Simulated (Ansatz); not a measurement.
**CdSe (Fm-3m): compression over a wide range**

The task here is to estimate one member of a computed series from the others.

Computed with Ansatz 0.2.0 (DFT r²SCAN, scalar-relativistic, plane waves, PAW, unless a step's input says otherwise).

## The system as given

The structure is cubic, space group Fm-3m (No. 225). The conventional cell has a = 5.685 Å, b = 5.685 Å, c = 5.685 Å, α = 90.00°, β = 90.00°, γ = 90.00°. Cd (site symmetry m-3m) has 6 Se at 2.84 Å as nearest neighbours. Se (site symmetry m-3m) is surrounded by 6 Cd at 2.84 Å.

As a file:

```
Cd Se
1.0
     0.00000    2.84269    2.84269
     2.84269    0.00000    2.84269
     2.84269    2.84269    0.00000
Cd Se
1 1
Direct
  0.00000 0.00000 0.00000
  0.50000 0.50000 0.50000
```

This cell comes from an earlier session at r²SCAN: 22.971 Å³/atom at 0.00 GPa, on a 10×10×10 mesh.

Set-up of the first run:

input.yaml reads:

```yaml
crystal:
  lattice:
    - [0.0, 2.8042721404, 2.8042721404]
    - [2.8042721404, 0.0, 2.8042721404]
    - [2.8042721404, 2.8042721404, 0.0]
  atoms:
    - { symbol: Cd, position: [0.0, 0.0, 0.0] }
    - { symbol: Se, position: [0.5, 0.5, 0.5] }
basis:
  ecutwfc: 500
  ecutrho_ratio: 4
kpoints:
  mp_grid: { grid: [10, 10, 10] }
hamiltonian:
  xc: r2scan
scf:
  occupations: { method: gaussian, width: 0.05 }
output:
  forces: true
  stress: true
  eigenvalues: true
```

Launch:

```
$ ansatz run input.yaml --threads 1 --pin off --max-ram 2560MiB --backend cpu --events-out ev --progress --plain --runs-dir out
```

Steps of the session up to this table: Volume × 0.96; Volume × 1.04; Volume × 0.92; Volume × 0.88; Volume × 0.84; Volume × 0.8.

One table of the session follows, with a row left open; its other results are not shown here.

It belongs to the step «The curve». 

```
volume (Å³/atom)  energy above the lowest (meV/atom)  pressure (GPa)  gap on the mesh (eV)
          18.377                               305.2            26.3                  0.00
          19.296                               178.2            18.3                  0.00
          20.215                                91.9            12.0                  0.00
          21.134                                37.6             7.1                  0.00
          22.053                                   ?               ?                     ?
          22.971                                 0.0             0.0                  0.03
          23.890                                 7.4            -2.5                  0.03
```

Q: Estimate the row for volume (Å³/atom) = 22.053 from the others.

Worked estimate for «energy above the lowest (meV/atom)». A straight line through the neighbours (21.134, 37.6) and (22.971, 0.0) gives 37.6 + (0.0 − 37.6) × (22.053 − 21.134) / (22.971 − 21.134) = 18.8; a parabola fitted to 4 rows on both sides gives 8.5.

**Answer.** energy above the lowest (meV/atom): 8.7; pressure (GPa): 3.1; gap on the mesh (eV): 0.02. In «energy above the lowest (meV/atom)» the line misses by +10.1 and the parabola by -0.2.

To keep in mind: The k mesh is not the same at all volumes. Other structures may be lower in enthalpy at these pressures.
